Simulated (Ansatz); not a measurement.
TaS2 under changes of volume

One of the cells (18.984 Å³/atom); the others are scaled copies at fixed shape and fractional positions:

```
Ta S
1.0
     3.35000    0.00000    0.00000
    -1.67500    2.90119    0.00000
     0.00000    0.00000    5.86000
Ta S
1 2
Direct
  0.00000 0.00000 0.00000
  0.66667 0.33333 0.75000
  0.33333 0.66667 0.25000
```

```yaml
Program: Ansatz 0.2.0
Functional: PBE
Potentials_or_basis: Ansatz PAW
Cutoff: "420 eV (not typed: the program's choice for these potentials)"
k_mesh: 9 × 9 × 5
Occupations: fermi-dirac, width 0.05 eV
Spin: no spin polarisation
```

```tsv
volume (Å³/atom)	energy over the lowest point (meV/atom)	pressure (GPa)	largest force (eV/Å)
17.845	136.55	20.3	2.405
18.225	?	?	?
18.605	59.63	12.5	1.596
18.984	34.08	9.2	1.232
19.364	16.08	6.1	0.893
19.744	4.94	3.4	0.577
20.123	0.00	0.9	0.282
```

What does the run at 18.225 Å³/atom give?

Energy over the lowest point 93.50 meV/atom; pressure 16.2 GPa; largest force 1.986 eV/Å.

Worked out: A Birch-Murnaghan fit of order 3 (a polynomial in V^(-2/3)) to the other rows has its minimum at 20.26 Å³/atom, just outside them, with B0 = V·E''(V) = 123 GPa and B' = 4.0 at fixed shape and positions, which overstates the stiffness. It gives 93.49 meV/atom at 18.225 Å³/atom, against the run's 93.50, and -dE/dV = 16.2 GPa, against 16.2.

Energies are extrapolated to zero smearing.

Caveats: this functional lacks dispersion, which binds the layers, so the pressure and a relaxed spacing across them are unreliable; forces of over 1 eV/Å show positions far from the minimum, so gaps and moduli don't describe the material at rest (some runs).
